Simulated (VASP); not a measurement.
# AlN with r2SCAN: from relaxation to properties

How well does r2SCAN reproduce what experiment finds for AlN? The cell is relaxed first, and properties follow on it. The steps: relaxing cell and atoms (r2SCAN), density, ELF and potential (r2SCAN), bands along the symmetry lines (r2SCAN), density of states (r2SCAN), zone-centre phonons (r2SCAN), optical spectrum (r2SCAN), independent-particle dielectric function (r2SCAN), band structure (HSE06) and bands along the symmetry lines (TB-mBJ). Left out of this account: 1 further run (core levels: core levels are not valid at this level). The start is a cell from a database of measured crystal structures.

Calculated with VASP 6.6.1; r2SCAN; plane waves and PAW (Al, N), in the first sound run; inputs show where later runs differ.

**Measured values to reproduce.**

“Electronic structure and chemical bonding anisotropy investigation of wurtzite AlN” (2011, arxiv:1112.6088) quotes from earlier work for AlN, wurtzite (literature value): lattice constant a (a lattice parameter, reported experimental value) 3.111 Å [Literature experimental value cited in the paper's theory part].

“Structural, Surface and Optical Studies of m- and c-Face AlN Crystals Grown by Physical Vapor Transport Method” (2023, pmc:10004678) reports for AlN, wurtzite, by micro-Raman, 532 nm excitation (m-face PVT-grown bulk crystal, 300 K): Raman mode (E2(low)) about 247.6 cm⁻¹; Raman mode (A1(TO)) about 610.4 cm⁻¹ [m-face sample; 325 nm excitation gives 609.2 cm-1]; Raman mode (E2(high)) about 656.1 cm⁻¹ [stress-sensitive mode; residual stress in the crystal is evaluated from it].

## (1) The structure

Before any relaxation, the start is as follows. It takes space group P6_3mc (No. 186, hexagonal). The conventional cell has a = 3.110 Å, b = 3.110 Å, c = 4.980 Å, α = 90.00°, β = 90.00°, γ = 120.00°. Nearest to Al lie 4 N at 1.89 to 1.90 Å. N has 4 Al at 1.89 to 1.90 Å nearest. Farther neighbours and most contacts between anions are not listed.

## (2) Relaxing cell and atoms (r2SCAN)

The start need not lie at this functional's minimum. ISIF = 3 frees volume, shape and positions, and EDIFFG sets the threshold on forces and stress at which the search stops. r2SCAN adds the kinetic-energy density, costs more than a GGA and is run with LASPH.

File INCAR:

```
SYSTEM = AlN
PREC = Accurate
ENCUT = 520
EDIFF = 1E-06
NELM = 100
ISMEAR = 0
SIGMA = 0.05
LREAL = .FALSE.
ALGO = Normal
METAGGA = R2SCAN
LASPH = .TRUE.
NBANDS = 14
LORBIT = 11
LWAVE = .FALSE.
LCHARG = .FALSE.
KPAR = 4
IBRION = 2
NSW = 60
ISIF = 3
EDIFFG = -0.01
```

File POSCAR:

```
AlN
1.0
    3.1100000000      0.0000000000      0.0000000000
   -1.5550000000      2.6933390058      0.0000000000
    0.0000000000      0.0000000000      4.9800000000
Al N
2 2
Direct
    0.6666666667      0.3333333333      0.0000000000
    0.3333333333      0.6666666667      0.5000000000
    0.6666666667      0.3333333333      0.3820000000
    0.3333333333      0.6666666667      0.8820000000
```

File KPOINTS:

```
Automatic mesh
0
Gamma
8 8 5
0 0 0
```

The projector-augmented-wave data sets are Al and N (PBE family, release 64).

Started as:

```sh
> mpirun -np 4 vasp_std
```

The program printed:

```text
[banner, memory and clock lines left out]
running    4 mpi-ranks, on    1 nodes
 distrk:  each k-point on    1 cores,    4 groups
 distr:  one band on    1 cores,    1 groups

 POSCAR found type information on POSCAR AlN
 POSCAR found :  2 types and       4 ions
|                                                                             |
|               ----> ADVICE to this user running VASP <----                  |
|                                                                             |
|     You enforced a specific xc type in the INCAR file but a different       |
|     [... a line on the potential file left out ...]
|     I HOPE YOU KNOW WHAT YOU ARE DOING!                                     |
|                                                                             |

 LDA part: xc-table for (None), standard interpolation
 POSCAR, INCAR and KPOINTS ok, starting setup
 FFT: planning ... GRIDC
 FFT: planning ... GRID_SOFT
 FFT: planning ... GRID
 WAVECAR not read
 entering main loop
       N       E                     dE             d eps       ncg     rms          rms(c)
DAV:   1     0.367619969836E+02    0.36762E+02   -0.76431E+03   840   0.105E+03
DAV:   2    -0.431388624491E+02   -0.79901E+02   -0.73251E+02  1202   0.212E+02
DAV:   3    -0.470831286543E+02   -0.39443E+01   -0.39264E+01  1116   0.485E+01
DAV:   4    -0.471110390644E+02   -0.27910E-01   -0.27906E-01   978   0.480E+00
DAV:   5    -0.471114171355E+02   -0.37807E-03   -0.37805E-03  1128   0.567E-01    0.125E+01
DAV:   6    -0.381333262199E+02    0.89781E+01   -0.10036E+01  1038   0.232E+01    0.519E+00
DAV:   7    -0.384141504315E+02   -0.28082E+00   -0.14199E+00  1062   0.820E+00    0.337E+00
DAV:   8    -0.384677975053E+02   -0.53647E-01   -0.10284E-01   930   0.331E+00    0.914E-01
DAV:   9    -0.384555031384E+02    0.12294E-01   -0.34635E-02  1056   0.149E+00    0.230E-01
DAV:  10    -0.384560342713E+02   -0.53113E-03   -0.32130E-03  1032   0.406E-01    0.112E-01
DAV:  11    -0.384559724310E+02    0.61840E-04   -0.13612E-04  1080   0.107E-01    0.270E-02
DAV:  12    -0.384559722725E+02    0.15848E-06   -0.90968E-06  1032   0.252E-02
   1 F= -.38455972E+02 E0= -.38455972E+02  d E =-.384560E+02
 curvature:   0.00 expect dE= 0.000E+00 dE for cont linesearch  0.000E+00
 trial: gam= 0.00000 g(F)=  0.503E-04 g(S)=  0.230E-02 ort = 0.000E+00 (trialstep = 0.100E+01)
 search vector abs. value=  0.235E-02
 bond charge predicted
       N       E                     dE             d eps       ncg     rms          rms(c)
DAV:   1    -0.384592048360E+02   -0.32324E-02   -0.74529E-02   990   0.240E+00    0.391E-01
DAV:   2    -0.384558608998E+02    0.33439E-02   -0.85379E-03  1050   0.739E-01    0.118E-01
DAV:   3    -0.384557939753E+02    0.66924E-04   -0.75950E-04   966   0.214E-01    0.452E-02
DAV:   4    -0.384557576974E+02    0.36278E-04   -0.24650E-05  1086   0.453E-02    0.179E-02
DAV:   5    -0.384557425706E+02    0.15127E-04   -0.30024E-06  1056   0.143E-02    0.379E-03
DAV:   6    -0.384557418720E+02    0.69866E-06   -0.21831E-07   666   0.403E-03
   2 F= -.38455742E+02 E0= -.38455742E+02  d E =0.230401E-03
 trial-energy change:    0.000230  1 .order    0.000086   -0.002347    0.002518
 step:   0.4384(harm=  0.4824)  dis= 0.00034  next Energy=   -38.456475 (dE=-0.502E-03)
 bond charge predicted
       N       E                     dE             d eps       ncg     rms          rms(c)
DAV:   1    -0.384574616455E+02   -0.17191E-02   -0.23693E-02   972   0.135E+00    0.221E-01
DAV:   2    -0.384564107021E+02    0.10509E-02   -0.27465E-03  1050   0.419E-01    0.660E-02
DAV:   3    -0.384564342416E+02   -0.23540E-04   -0.23874E-04   990   0.120E-01    0.255E-02
DAV:   4    -0.384564443836E+02   -0.10142E-04   -0.78868E-06  1086   0.255E-02    0.996E-03
DAV:   5    -0.384564500380E+02   -0.56544E-05   -0.88771E-07   648   0.807E-03    0.200E-03
DAV:   6    -0.384564503808E+02   -0.34283E-06   -0.20839E-07   504   0.380E-03
   3 F= -.38456450E+02 E0= -.38456450E+02  d E =-.478108E-03
 curvature:  -0.24 expect dE=-0.542E-05 dE for cont linesearch -0.312E-05
 trial: gam=-0.06491 g(F)=  0.101E-04 g(S)=  0.125E-04 ort = 0.175E-03 (trialstep = 0.888E+00)
 search vector abs. value=  0.982E-05
 reached required accuracy - stopping structural energy minimisation
```

The job ended after 30 s (4 MPI ranks of Intel Xeon Platinum 8259CL at 2.50GHz (Skylake/Cascade Lake), shared host; peak memory 0.64 GiB).

Lines that name or quote the potential files are left out of all logs, and their timing lines are given in words.

Parts of OUTCAR (step 2):

```text
ion  position               nearest neighbor table
   1  0.667  0.333  0.000-   4 1.89   4 1.89   4 1.89   3 1.90   2 3.07   2 3.07   2 3.07   2 3.07
                             2 3.07   2 3.07
   2  0.333  0.667  0.500-   3 1.89   3 1.89   3 1.89   4 1.90   1 3.07   1 3.07   1 3.07   1 3.07
                             1 3.07   1 3.07
   3  0.667  0.333  0.382-   2 1.89   2 1.89   2 1.89   1 1.90
   4  0.333  0.667  0.882-   1 1.89   1 1.89   1 1.89   2 1.90

  LATTYP: Found a hexagonal cell.
 ALAT       =     3.1100000000
 C/A-ratio  =     1.6012861736

 Subroutine GETGRP returns: Found 12 space group operations
 (whereof  6 operations were pure point group operations)

The static configuration has the point symmetry C_3v.
 The point group associated with its full space group is C_6v.

 Found     30 irreducible k-points:

   k-points           NKPTS =     30   k-points in BZ     NKDIM =     30   number of bands    NBANDS=     14

   dimension x,y,z NGX =    24 NGY =   24 NGZ =   40
   dimension x,y,z NGXF=    48 NGYF=   48 NGZF=   80

   ENCUT  =  520.0 eV  38.22 Ry    6.18 a.u.   5.78  5.78  9.26*2*pi/ulx,y,z

   NELECT =      16.0000    total number of electrons

 k-points in reciprocal lattice and weights: Automatic mesh
   0.00000000  0.00000000  0.00000000       0.003
   0.12500000  0.00000000  0.00000000       0.019
   0.25000000  0.00000000  0.00000000       0.019
   0.37500000 -0.00000000  0.00000000       0.019
   0.50000000  0.00000000  0.00000000       0.009
   0.12500000  0.12500000  0.00000000       0.019
   0.25000000  0.12500000  0.00000000       0.038
   0.37500000  0.12500000  0.00000000       0.038
   0.25000000  0.25000000  0.00000000       0.019
[...]
0.25000000  0.25000000  0.40000000       0.038
   0.37500000  0.25000000  0.40000000       0.038

 average (electrostatic) potential at core
       1 -74.4982       2 -74.4982       3 -62.7114       4 -62.7114

 E-fermi :   6.2246

 k-point     1 :       0.0000    0.0000    0.0000
  band No.  band energies     occupation
    ...
      4       5.0437      2.00000
      5       5.0437      2.00000
      6       5.7066      2.00000
      7       5.7066      2.00000
      8       5.9395      2.00000
      9      10.8688      0.00000
     10      13.4824      0.00000
     11      17.5693      0.00000
     12      17.9831      0.00000
     13      17.9831      0.00000
    ...

 k-point     2 :       0.1250    0.0000    0.0000
  band No.  band energies     occupation
    ...
      4       4.1777      2.00000
      5       4.7963      2.00000
      6       4.8942      2.00000
      7       5.6695      2.00000
      8       5.8464      2.00000
      9      11.7001      0.00000
     10      14.2286      0.00000
     11      16.6119      0.00000
     12      16.9119      0.00000
     13      18.5846      0.00000
    ...

 k-point     3 :       0.2500    0.0000    0.0000
  band No.  band energies     occupation
    ...
      4       2.4381      2.00000
      5       3.4437      2.00000
      6       4.3220      2.00000
      7       5.4955      2.00000
      8       5.5039      2.00000
      9      12.8871      0.00000
     10      14.3418      0.00000
     11      14.8480      0.00000
     12      16.9691      0.00000
     13      18.4452      0.00000
    ...

  Total       -0.0226669     -0.0226669     -0.0034166      0.0000000      0.0000000      0.0000000
  in kB       -0.8740922     -0.8740922     -0.1317540      0.0000000      0.0000000      0.0000000
  external PRESSURE =      -0.6266461 kB  Pullay stress =       0.0000000 kB

  energy-cutoff  :      520.00
  volume of cell :       41.55
      direct lattice vectors                 reciprocal lattice vectors
     3.105702482  0.000000000  0.000000000     0.321988344  0.185900057  0.000000000
    -1.552851241  2.689617246  0.000000000     0.000000000  0.371800114  0.000000000
    -0.000000000 -0.000000000  4.973887517     0.000000000  0.000000000  0.201049983

 POSITION                                       TOTAL-FORCE (eV/Angst)
 -----------------------------------------------------------------------------------
      1.55285      0.89654      0.00034        -0.000000     -0.000000      0.007239
     -0.00000      1.79308      2.48728        -0.000000     -0.000000      0.007239
      1.55285      0.89654      1.89969         0.000000      0.000000     -0.007239
     -0.00000      1.79308      4.38663         0.000000      0.000000     -0.007239
 -----------------------------------------------------------------------------------
    total drift:                               -0.000000     -0.000000     -0.018415

  FREE ENERGIE OF THE ION-ELECTRON SYSTEM (eV)
  ---------------------------------------------------
  free  energy   TOTEN  =       -38.4564503808 eV

  energy  without entropy=      -38.4564503808  energy(sigma->0) =      -38.45645038

 reached required accuracy - stopping structural energy minimisation

 total charge
# of ion       s       p       d       tot
------------------------------------------
    1        0.368   0.451   0.000   0.818
    2        0.368   0.451   0.000   0.818
    3        1.230   2.675   0.000   3.905
    4        1.230   2.675   0.000   3.905
--------------------------------------------------
tot          3.196   6.250   0.000   9.446

[... 3 further parts left out ...]
```

CONTCAR:

```
AlN
   1.00000000000000
     3.1057024823951056    0.0000000000000000    0.0000000000000000
    -1.5528512411975528    2.6896172463808248    0.0000000000000000
    -0.0000000000000000   -0.0000000000000000    4.9738875170431660
  Al              N
     2     2
Direct
     0.6666666667000030    0.3333333332999970    0.0000683507546532
     0.3333333332999970    0.6666666667000030    0.5000683507546532
     0.6666666667000030    0.3333333332999970    0.3819316492453447
     0.3333333332999970    0.6666666667000030    0.8819316492453447
```

The gap is read on the k-mesh alone, so it is an upper bound where the band edges lie off the mesh. The PAW data sets were made with PBE, which is usual practice but a small mismatch for other functionals. The run keeps the 12 symmetry operations of its start, so it cannot find a distortion of lower symmetry.

Step by step:

```
step  energy less that of the first step (eV)  largest force (eV/Å)  pressure (GPa)  volume (Å³)
   1                                   0.0000                0.0162           -0.97        41.71
   2                                   0.0002                0.0041            1.07        41.34
   3                                  -0.0005                0.0072           -0.06        41.55
```

| conventional cell, symmetrised | before | after | change |
| --- | --- | --- | --- |
| a (Å) | 3.110 | 3.106 | -0.1 % |
| b (Å) | 3.110 | 3.106 | -0.1 % |
| c (Å) | 4.980 | 4.974 | -0.1 % |
| volume (Å³/atom) | 10.43 | 10.39 | -0.4 % |

Final coordinates:

```xyz
4
Lattice="3.1057 0.0000 0.0000 -1.5529 2.6896 0.0000 0.0000 0.0000 4.9739" Properties=species:S:1:pos:R:3 pbc="T T T"
Al    1.5529    0.8965    0.0003
Al    0.0000    1.7931    2.4873
N     1.5529    0.8965    1.8997
N     0.0000    1.7931    4.3866
```

This step gave:

- electrons: 16
- bands: 14
- irreducible k-points: 30
- symmetry operations: 12
- free energy (TOTEN): -38.46 eV
- Fermi energy: 6.225 eV
- pressure: -0.06266 GPa
- metallic: no
- valence top at k: 0, 0, 0
- conduction bottom at k: 0, 0, 0
- least direct gap at k: 0, 0, 0
- SCF cycles over all ionic steps: 24
- gap on the k-mesh: 4.929 eV
- least direct gap on the k-mesh: 4.929 eV

It ends with a largest force of 0.007 eV/Å and a pressure of -0.06 GPa. The volume lies -0.4 % from that of the database's start, which holds the thermal and zero-point expansion of its experiment.

[end of part 1 of 6]

[Lines on the potential files, build, host, timing and source positions are cut from VASP's logs without a mark.]

[Logs are printed without paths, hosts, clocks, repeated set-up lines and the standing remarks that a program may print on its own settings, such as how far it seeks lower states.]

[Hosts, paths, dates, database ids (printed as entryN), source tags and the programs' standing remarks are cut or masked in the printed files.]

[Measured values are set beside computed ones only where the two were judged alike; some that the calculation misses by far are left out.]

[In band tables of VASP the shares of atoms and orbitals are scaled to a sum of 1 inside the atoms' spheres.]
